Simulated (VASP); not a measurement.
# VSi2 (P6_222) in VASP: relaxation of cell and atoms with r2SCAN+rVV10

Aim: the relaxation of cell and atoms of VSi2 with r2SCAN+rVV10.

All numbers are computed with VASP 6.6.1; they aren't measurements. Logs are shortened: lines on timing, memory, paths and dates and some standing lists are left out, and cuts for length are marked.

### Step 1. Starting point

The structure is hexagonal, space group P6_222 (No. 180). The conventional cell has a = 4.535 Å, b = 4.535 Å, c = 6.319 Å, α = 90.00°, β = 90.00°, γ = 120.00°. Around V (site symmetry 222) lie 10 Si at 2.49 to 2.65 Å. Around Si (site symmetry 2) lie 5 Si at 2.46 to 2.65 Å and 5 V at 2.49 to 2.65 Å.

The cell comes from a database or a generator and needn't be the stable form of this composition.

### Step 2. Relaxation of cell and atoms, r2SCAN+rVV10

The input, INCAR:

```
SYSTEM = VSi2
PREC = Accurate
ENCUT = 600
EDIFF = 1E-7
ISMEAR = 0
SIGMA = 0.1
LREAL = .FALSE.
LASPH = .TRUE.
NELM = 80
ALGO = Normal
ISIF = 3
LWAVE = .FALSE.
LCHARG = .FALSE.
METAGGA = R2SCAN
LMIXTAU = .TRUE.
LUSE_VDW = .TRUE.
IVDW_NL = 2
BPARAM = 11.95
CPARAM = 0.0093
IBRION = 2
NSW = 90
EDIFFG = -0.005
```

The input, KPOINTS:

```
regular mesh
0
G
  9 9 6
  0 0 0
```

The input, POSCAR:

```
VSi2
1.0
    4.5347995800      0.0000000000      0.0000000000
   -2.2673997900      3.9272516400      0.0000000000
    0.0000000000      0.0000000000      6.3189006300
V Si
3 6
Direct
    0.0000000000      0.5000000000      0.1666666700
    0.5000000000      0.5000000000      0.8333333300
    0.5000000000      0.0000000000      0.5000000000
    0.8375067800      0.6750135500      0.5000000000
    0.1624932300      0.8375067800      0.8333333300
    0.6750135500      0.8375067800      0.1666666700
    0.1624932200      0.3249864500      0.5000000000
    0.8375067800      0.1624932200      0.8333333300
    0.3249864500      0.1624932300      0.1666666700
```

Potentials or basis: VASP PAW PBE potentials, release 64 (V_sv, Si).

Started as:

```console
cat potpaw_PBE.64/V_sv/POTCAR potpaw_PBE.64/Si/POTCAR > POTCAR
mpirun -np 1 vasp_std > vasp.out
```

OUTCAR:

```text
SYSTEM = VSi2
   PREC = Accurate
   ENCUT = 600
   EDIFF = 1E-7
   ISMEAR = 0
   LREAL = .FALSE.
   LASPH = .TRUE.
   NELM = 80
   ISIF = 3
   METAGGA = R2SCAN
   IVDW_NL = 2
   BPARAM = 11.95
   IBRION = 2
   NSW = 90
   EDIFFG = -0.005

 ion  position               nearest neighbor table
   1  0.000  0.500  0.167-   4 2.49   7 2.49   5 2.49   8 2.49   9 2.60   6 2.60   6 2.60   9 2.60
                             6 2.65   9 2.65
   2  0.500  0.500  0.833-   4 2.49   7 2.49   9 2.49   6 2.49   8 2.60   5 2.60   8 2.60   5 2.60
                             5 2.65   8 2.65
   3  0.500  0.000  0.500-   5 2.49   6 2.49   9 2.49   8 2.49   7 2.60   4 2.60   7 2.60   4 2.60
                             7 2.65   4 2.65
   4  0.838  0.675  0.500-   5 2.46   6 2.46   1 2.49   2 2.49   7 2.55   3 2.60   3 2.60   3 2.65
                             7 2.65   7 2.65   8 3.05   9 3.05   9 3.14   8 3.14
   5  0.162  0.838  0.833-   4 2.46   9 2.46   3 2.49   1 2.49   8 2.55   2 2.60   2 2.60   2 2.65
                             8 2.65   8 2.65   7 3.05   6 3.05   7 3.14   6 3.14
   6  0.675  0.838  0.167-   4 2.46   8 2.46   3 2.49   2 2.49   9 2.55   1 2.60   1 2.60   1 2.65
                             9 2.65   9 2.65   7 3.05   5 3.05   7 3.14   5 3.14
   7  0.162  0.325  0.500-   8 2.46   9 2.46   1 2.49   2 2.49   4 2.55   3 2.60   3 2.60   3 2.65
                             4 2.65   4 2.65   6 3.05   5 3.05   5 3.14   6 3.14
   8  0.838  0.162  0.833-   7 2.46   6 2.46   3 2.49   1 2.49   5 2.55   2 2.60   2 2.60   2 2.65
                             5 2.65   5 2.65   4 3.05   9 3.05   4 3.14   9 3.14
   9  0.325  0.162  0.167-   7 2.46   5 2.46   3 2.49   2 2.49   6 2.55   1 2.60   1 2.60   1 2.65
                             6 2.65   6 2.65   4 3.05   8 3.05   4 3.14   8 3.14

  LATTYP: Found a hexagonal cell.
 ALAT       =     4.5347995800
 C/A-ratio  =     1.3934244543

  Lattice vectors:

 A1 = (   4.5347995800,   0.0000000000,   0.0000000000)
 A2 = (  -2.2673997900,   3.9272516400,   0.0000000000)
 A3 = (   0.0000000000,   0.0000000000,   6.3189006300)

Analysis of symmetry for initial positions (statically):
=====================================================================
 Subroutine PRICEL returns:
 Original cell was already a primitive cell.

 Routine SETGRP: Setting up the symmetry group for a
 hexagonal supercell.

 Subroutine GETGRP returns: Found 12 space group operations
 (whereof  4 operations were pure point group operations)
 out of a pool of 24 trial point group operations.

The static configuration has the point symmetry D_2 .
 The point group associated with its full space group is D_6 .

Analysis of symmetry for dynamics (positions and initial velocities):
=====================================================================
 Subroutine PRICEL returns:
 Original cell was already a primitive cell.

 Routine SETGRP: Setting up the symmetry group for a
 hexagonal supercell.

 Subroutine GETGRP returns: Found 12 space group operations
 (whereof  4 operations were pure point group operations)
 out of a pool of 24 trial point group operations.

The dynamic configuration has the point symmetry D_2 .
 The point group associated with its full space group is D_6 .

 Subroutine INISYM returns: Found 12 space group operations
 (whereof  4 operations are pure point group operations),
 and found     1 'primitive' translations

----------------------------------------------------------------------------------------

                                     Primitive cell

  volume of cell :     112.5352

  direct lattice vectors                    reciprocal lattice vectors
     4.534799580  0.000000000  0.000000000     0.220516912  0.127315498  0.000000000
    -2.267399790  3.927251640  0.000000000     0.000000000  0.254630997  0.000000000
     0.000000000  0.000000000  6.318900630     0.000000000  0.000000000  0.158255377

  length of vectors
     4.534799580  4.534799582  6.318900630     0.254630997  0.254630997  0.158255377

  position of ions in fractional coordinates (direct lattice)
     0.000000000  0.500000000  0.166666670
     0.500000000  0.500000000  0.833333330
     0.500000000  0.000000000  0.500000000
     0.837506780  0.675013550  0.500000000
     0.162493230  0.837506780  0.833333330
     0.675013550  0.837506780  0.166666670
     0.162493220  0.324986450  0.500000000
     0.837506780  0.162493220  0.833333330
     0.324986450  0.162493230  0.166666670

  ion indices of the primitive-cell ions
   primitive index   ion index
                 1           1
                 2           2
                 3           3
                 4           4
                 5           5
                 6           6
                 7           7
                 8           8
                 9           9

----------------------------------------------------------------------------------------

 KPOINTS: regular mesh

Automatic generation of k-mesh.
 Grid dimensions read from file:
 generate k-points for:    9    9    6

 Generating k-lattice:

  Cartesian coordinates                     Fractional coordinates (reciprocal lattice)
     0.024501879  0.014146166  0.000000000     0.111111111  0.000000000  0.000000000
     0.000000000  0.028292333  0.000000000     0.000000000  0.111111111  0.000000000
     0.000000000  0.000000000  0.026375896     0.000000000  0.000000000  0.166666667

  Length of vectors
     0.028292333  0.028292333  0.026375896

  Shift w.r.t. Gamma in fractional coordinates (k-lattice)
     0.000000000  0.000000000  0.000000000

 Subroutine IBZKPT returns following result:
 ===========================================

 Found     48 irreducible k-points:

 Following reciprocal coordinates:
            Coordinates               Weight
  0.000000  0.000000  0.000000      1.000000
  0.111111  0.000000  0.000000      6.000000
  0.222222  0.000000  0.000000      6.000000
  0.333333  0.000000  0.000000      6.000000
  0.444444  0.000000  0.000000      6.000000
  0.111111  0.111111  0.000000      6.000000
[... 16 lines left out ...]
  0.333333  0.222222  0.166667     24.000000
  0.333333  0.333333  0.166667      4.000000
 [... further k-points ...]
   k-points           NKPTS =     48   k-points in BZ     NKDIM =     48   number of bands    NBANDS=     37
   number of dos      NEDOS =    301   number of ions     NIONS =      9
   total plane-waves  NPLWV =  64800
   dimension x,y,z NGX =    36 NGY =   36 NGZ =   50
   dimension x,y,z NGXF=    72 NGYF=   72 NGZF=  100
   ions per type =               3   6
   NGX,Y,Z   is equivalent  to a cutoff of  13.20, 13.20, 13.15 a.u.
   NGXF,Y,Z  is equivalent  to a cutoff of  26.40, 26.40, 26.31 a.u.
 SYSTEM =  VSi2
   PREC   = accura    normal or accurate (medium, high low for compatibility)
   ISTART =      0    job   : 0-new  1-cont  2-samecut
   ICHARG =      2    charge: 1-file 2-atom 10-const
   ISPIN  =      1    spin polarized calculation?
   LNONCOLLINEAR =      F non collinear calculations
   LSORBIT =      F    spin-orbit coupling
   LASPH  =      T    aspherical Exc in radial PAW
   ENCUT  =  600.0 eV  44.10 Ry    6.64 a.u.   9.06  9.06 12.62*2*pi/ulx,y,z
   NELM   =     80;   NELMIN=  2; NELMDL= -5     # of ELM steps
   EDIFF  = 0.1E-06   stopping-criterion for ELM
   LREAL  =      F    real-space projection
   EDIFFG = -.5E-02   stopping-criterion for IOM
   NSW    =     90    number of steps for IOM
   IBRION =      2    ionic relax: 0-MD 1-quasi-New 2-CG
   NFREE  =      1    steps in history (QN), initial steepest desc. (CG)
   ISIF   =      3    stress and relaxation
   ISYM   =      2    0-nonsym 1-usesym 2-fastsym
   POTIM  = 0.5000    time-step for ionic-motion
   TEBEG  =    0.0;   TEEND  =   0.0 temperature during run
   PSTRESS=    0.0 pullay stress
   NELECT =      63.0000    total number of electrons
   NUPDOWN=      -1.0000    fix difference up-down
   EMIN   =  10.00;   EMAX   =-10.00  energy-range for DOS
   EFERMI =   0.00;   METHOD = LEGACY
   ISMEAR =     0;   SIGMA  =   0.10  broadening in eV -4-tet -1-fermi 0-gaus
   EFERMI_NEDOS =   21; number of points for ismear=-14 and -15
   IALGO  =     38    algorithm
   IMIX   =      4    mixing-type and parameters
     AMIX     =   0.40;   BMIX     =  1.00
     AMIX_MAG =   1.60;   BMIX_MAG =  1.00
  volume/ion in A,a.u.               =      12.50        84.38
  Fermi-wavevector in a.u.,A,eV,Ry     =   1.349249  2.549712 24.769051  1.820474
  Thomas-Fermi vector in A             =   2.476852
   LORBIT       =      0    0 simple, 1 ext, 2 COOP (PROOUT), +10 PAW based schemes
   METAGGA = R2SCAN    functional components
   LHFCALC =     F    Hartree Fock is set to
   AEXX    =    0.0000 exact exchange contribution
   IVDW_NL    =     2    kernel type
   BPARAM     =11.9500
   IVDW    =     0    specifies the selected vdW correction
   LEPSILON=     F    determine dielectric tensor
   LRPA    =     F    only Hartree local field effects (RPA)
 conjugate gradient relaxation of ions
 non-spin polarized calculation
 Gauss-broadening in eV      SIGMA  =   0.10
  energy-cutoff  :      600.00
  volume of cell :      112.54
 maximum number of plane-waves:      3792
   NGX = 19   NGY = 19   NGZ = 25

--------------------------------------- Ionic step        1  -------------------------------------------

 number of electron      63.0000017 magnetization

 Free energy of the ion-electron system (eV)
  ---------------------------------------------------
  ext. energy  EPLUGINS =         0.00000000
  ---------------------------------------------------
  free energy    TOTEN  =       -98.11629407 eV

  energy without entropy =      -98.08587112  energy(sigma->0) =      -98.10108260

------------------------ aborting loop because EDIFF is reached ----------------------------------------

  FORCE on cell =-STRESS in cart. coord.  units (eV):
  Direction    XX          YY          ZZ          XY          YZ          ZX
  --------------------------------------------------------------------------------------
  -------------------------------------------------------------------------------------
  Total       -0.6365417     -0.6365417     -0.2082904      0.0000000      0.0000000      0.0000000
  in kB       -9.0625224     -9.0625224     -2.9654557      0.0000000      0.0000000      0.0000000
  external PRESSURE =      -7.0301668 kB  Pullay stress =       0.0000000 kB
[... 202 lines left out ...]
--------------------------------------- Ionic step        6  -------------------------------------------

 number of electron      63.0000016 magnetization

 Free energy of the ion-electron system (eV)
  ---------------------------------------------------
  ext. energy  EPLUGINS =         0.00000000
  ---------------------------------------------------
  free energy    TOTEN  =       -98.11757319 eV

  energy without entropy =      -98.08680602  energy(sigma->0) =      -98.10218960

 E-fermi :  11.5915     XC(G=0): -13.2352

 val. band max:       11.5810603550   @ k =   0.3333   0.0000   0.0000
 cond. band min:      11.5966739268   @ k =   0.3333   0.3333   0.3333
 fundamental gap:      0.0156135719
 Fermi energy:        11.5914777880

 k-point     1 :       0.0000    0.0000    0.0000
  band No.  band energies     occupation
      1     -54.9624      2.00000
      2     -54.9442      2.00000
      3     -54.9442      2.00000
      4     -27.8188      2.00000
      5     -27.8188      2.00000
      6     -27.7965      2.00000
[... 949 lines left out ...]
     36      13.5854      0.00000
     37      13.9308      0.00000

 [... further k-points ...]

------------------------ aborting loop because EDIFF is reached ----------------------------------------

  FORCE on cell =-STRESS in cart. coord.  units (eV):
  Direction    XX          YY          ZZ          XY          YZ          ZX
  --------------------------------------------------------------------------------------
  -------------------------------------------------------------------------------------
  Total        0.0088999      0.0088999      0.0039348     -0.0000000      0.0000000      0.0000000
  in kB        0.1272151      0.1272151      0.0562438     -0.0000000      0.0000000      0.0000000
  external PRESSURE =       0.1035580 kB  Pullay stress =       0.0000000 kB
[... 24 lines left out ...]
  FREE ENERGIE OF THE ION-ELECTRON SYSTEM (eV)
  ---------------------------------------------------
  free  energy   TOTEN  =       -98.1175731868 eV

  energy  without entropy=      -98.0868060229  energy(sigma->0) =      -98.10218960

 reached required accuracy - stopping structural energy minimisation
```

It took 41 min on 1 thread of Intel Xeon Platinum 8488C (Sapphire Rapids), shared host; peak memory 0.63 GiB.

Results:

```yaml
Free_energy: -98.1176 eV
Relaxed_volume: 12.45 Å³/atom
Relaxed_cell: a = 4.525 Å, b = 4.525 Å, c = 6.320 Å, α = 90.00°, β = 90.00°, γ = 120.00°
Space_group_after_relaxing_to_0.05_Å: P6_222 (No. 180)
Energy_gained_by_relaxing: 0.1 meV/atom
Ionic_steps: 6
Pressure_after_relaxing: 0.0 GPa
Band_gap_on_the_k_mesh: none (metal or under the smearing width)
```

Step by step:
```
step  energy change (eV)  largest force (eV/Å)  pressure (GPa)  volume (Å³)
   1              0.0000                0.0057           -0.70       112.54
   2             -0.0002                0.0124            0.77       111.64
   3             -0.0012                0.0092            0.06       112.07
   4             -0.0013                0.0047           -0.03       112.10
   5             -0.0013                0.0055           -0.01       112.10
   6             -0.0013                0.0016            0.01       112.09
```

Final structure:
```
V Si
1.0
     4.52549    0.00000    0.00000
    -2.26274    3.91919    0.00000
     0.00000    0.00000    6.31967
V Si
3 6
Direct
  0.00000 0.50000 0.16667
  0.50000 0.50000 0.83333
  0.50000 0.00000 0.50000
  0.83741 0.67483 0.50000
  0.16259 0.83741 0.83333
  0.67483 0.83741 0.16667
  0.16259 0.32517 0.50000
  0.83741 0.16259 0.83333
  0.32517 0.16259 0.16667
```

Caveat: the PAW data sets were made with another functional, which shifts forces and pressure a little.
